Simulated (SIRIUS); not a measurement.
Runs of SIRIUS 7.12.0 on W. The structure is cubic, space group Im-3m (No. 229). Conventional cell: a = 3.165 Å, b = 3.165 Å, c = 3.165 Å, α = 90.00°, β = 90.00°, γ = 90.00°. W (site symmetry m-3m) has 8 W at 2.74 Å as nearest neighbours. 

| task | level | spin | cutoff (eV) | smearing | muffin tin radii | basis cutoff (gk_cutoff) | smallest sphere radius times basis cutoff | reference energy of the basis | coordinate units | V0 of scaled cells (Å³/atom) | B0 (GPa) |
| --- | --- | --- | --- | --- | --- | --- | --- | --- | --- | --- | --- |
| equation of state | BLYP | off | 185 | fermi-dirac 0.05 eV | W 2.49 bohr | 3.69 1/bohr | 9.19 | - | - | 16.68 | 271 |
| equation of state | LDA | off | 185 | fermi-dirac 0.05 eV | W 2.49 bohr | 3.69 1/bohr | 9.19 | - | - | 15.39 | 326 |
| equation of state | RPBE | off | 185 | fermi-dirac 0.05 eV | W 2.49 bohr | 3.69 1/bohr | 9.19 | - | - | 16.35 | 291 |
| equation of state | revPBE | off | 185 | fermi-dirac 0.05 eV | W 2.49 bohr | 3.69 1/bohr | 9.19 | - | - | 16.30 | 293 |
| equation of state | PW91 | off | 185 | fermi-dirac 0.05 eV | W 2.49 bohr | 3.69 1/bohr | 9.19 | - | - | (a) | 297 |
| equation of state | PBEsol | off | 185 | fermi-dirac 0.05 eV | W 2.49 bohr | 3.69 1/bohr | 9.19 | - | - | 15.69 | 315 |
| equation of state | AM05 | off | 185 | fermi-dirac 0.05 eV | W 2.49 bohr | 3.69 1/bohr | 9.19 | - | - | 15.61 | (b) |
| equation of state | WC | off | 185 | fermi-dirac 0.05 eV | W 2.49 bohr | 3.69 1/bohr | 9.19 | - | - | 15.78 | 313 |

Alike in all rows: potentials or basis all-electron FP-LAPW, apw+lo standard; cell as given; k mesh 12 × 12 × 12.

Question: Estimate the missing entries.

Answer: (a) 16.15; (b) 318.

Runs at the PBE level aren't shown here.
